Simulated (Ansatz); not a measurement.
## Na2S: changing the choice of potentials or basis

The cell as given:

```xyz
3
Lattice="0.0000 3.2735 3.2735 3.2735 0.0000 3.2735 3.2735 3.2735 0.0000" Properties=species:S:1:pos:R:3 pbc="T T T"
S     0.0000    0.0000    0.0000
Na    4.9102    4.9102    4.9102
Na    1.6367    1.6367    1.6367
```

Kept alike: task relaxation of cell and atoms; functional PBE; k mesh 7 × 7 × 7; occupations fermi-dirac, width 0.05 eV; no spin polarisation. Program: Ansatz. Cutoffs run from 420 to 1440 eV. The mesh is that of the run's cell of 3 atoms. No spin-orbit coupling.

| choice of potentials or basis | volume (Å³/atom) |
| --- | --- |
| Ansatz PAW | 23.611 |
| Ansatz PAW (files of its older set among them) | 23.625 |
| JTH PAW | 23.780 |
| PseudoDojo standard (PBE files) | 23.639 |
| PseudoDojo stringent (PBE files) | 23.639 |
| SPMS NC | 23.863 |

The relaxations keep at least the cell's symmetry (Fm-3m). Relaxations stop with a little pressure left, so the last digits of a volume or edge aren't settled.

Task: What does the choice of potentials or basis change here?

Result: The volume runs from 23.611 (Ansatz PAW) to 23.863 Å³/atom (SPMS NC).
